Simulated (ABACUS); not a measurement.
Runs of ABACUS 3.10.1 on AlNi3. The structure is cubic, space group Pm-3m (No. 221). Conventional cell: a = 3.523 Å, b = 3.523 Å, c = 3.523 Å, α = 90.00°, β = 90.00°, γ = 90.00°. Ni (site symmetry 4/mmm) has 8 Ni at 2.49 Å and 4 Al at 2.49 Å as nearest neighbours. Al (site symmetry m-3m) has 12 Ni at 2.49 Å as nearest neighbours. The cell is a database's computed one.

| level | U | SCF threshold on the density | max SCF steps | mixing share | symmetry key | threshold to restart the mixing | gap on the mesh (eV) | pressure (GPa) | moment (μB) |
| --- | --- | --- | --- | --- | --- | --- | --- | --- | --- |
| PBEsol+U | Ni d U = 2 eV | 1e-06 | 120 | 0.2 | -1 | 0.0005 | none | -1.7 | (b) |
| PBEsol+U | Ni d U = 8 eV | 1e-06 | 120 | 0.2 | -1 | 0.0005 | none | (c) | 1.56 |
| PBEsol | - | 1e-07 | 100 | 0.4 | 1 | - | none | -0.3 | (a) |
| PBEsol+U | Ni d U = 6 eV | 1e-06 | 120 | 0.2 | -1 | 0.0005 | none | -1.4 | 1.26 |
| PBEsol+U | Ni d U = 4 eV | 1e-06 | 120 | 0.2 | -1 | 0.0005 | none | -1.8 | 1.06 |

Alike in all rows: task single point; potentials or basis PseudoDojo NC SR 0.4.1 PBEsol standard, DZP LCAO (the cutoffs set its grid); spin collinear, ferromagnetic start; cell as given; k mesh 4 × 4 × 4; cutoff (eV) 1361; smearing fermi-dirac 0.05 eV; the mesh is coarse, so values aren't converged.

Task: Fill in the values left out.

Result: (a) 0.00; (b) 0.72; (c) 0.7.

Caveats: all runs use coarse meshes; the atomic orbitals were generated for these runs and aren't a published set; the basis of atomic orbitals isn't converged, which shifts pressures, moduli and gaps; the U is typed as a test and isn't derived for this compound (some runs).

A k mesh can miss the band edges.

A gap of «none» marks a metal or a gap under the smearing width.

Not every run made on this cell is shown here.
